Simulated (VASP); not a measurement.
Ge and the effect of the dispersion correction

The cell as given:

The structure is tetragonal, space group P4/mmm (No. 123). Conventional cell: a = 5.241 Å, b = 5.241 Å, c = 2.655 Å, α = 90.00°, β = 90.00°, γ = 90.00°. Ge (site symmetry 4/mmm) is surrounded by 6 Ge at 2.62 to 2.66 Å. Around Ge (site symmetry mmm) lie 4 Ge at 2.62 to 2.66 Å.

This isn't the form of Ge at room conditions, which is diamond.

Kept alike: task relaxation of cell and atoms; functional revPBE; k mesh 5 × 5 × 10; occupations fermi-dirac, width 0.05 eV; no spin polarisation. Program: VASP, PBE PAW files Ge_d, 600 eV. The mesh is that of the run's cell of 3 atoms. No spin-orbit coupling.

| dispersion correction | volume (Å³/atom) | first edge of the run's cell (Å) | third edge of the run's cell (Å) |
| --- | --- | --- | --- |
| D3(zero) | 25.539 | 5.289 | 2.739 |
| D3(BJ) | 25.568 | 5.262 | 2.771 |
| D4 | 24.937 | 5.227 | 2.738 |
| dDsC | 22.908 | 5.133 | 2.609 |
| none | 24.694 | 5.265 | 2.672 |

The relaxations keep at least the cell's symmetry (P4/mmm). For a metal such a mesh leaves the last digits unconverged. Relaxations stop with a little pressure left, so the last digits of a volume or edge aren't settled. Runs of this series that gave no sound value for these columns are left out. All rows use potentials made for PBE.

Problem. What does the dispersion correction change here?

Solution. The volume runs from 22.908 (dDsC) to 25.568 Å³/atom (D3(BJ)). Against no correction: D3(zero) +3.4 %; D3(BJ) +3.5 %; D4 +1.0 %; dDsC -7.2 %. A larger cell runs against the usual contraction; coefficients that follow the coordination can push outwards. The first edge of the run's cell runs from 5.133 (dDsC) to 5.289 Å (D3(zero)). The third edge of the run's cell runs from 2.609 (dDsC) to 2.771 Å (D3(BJ)).
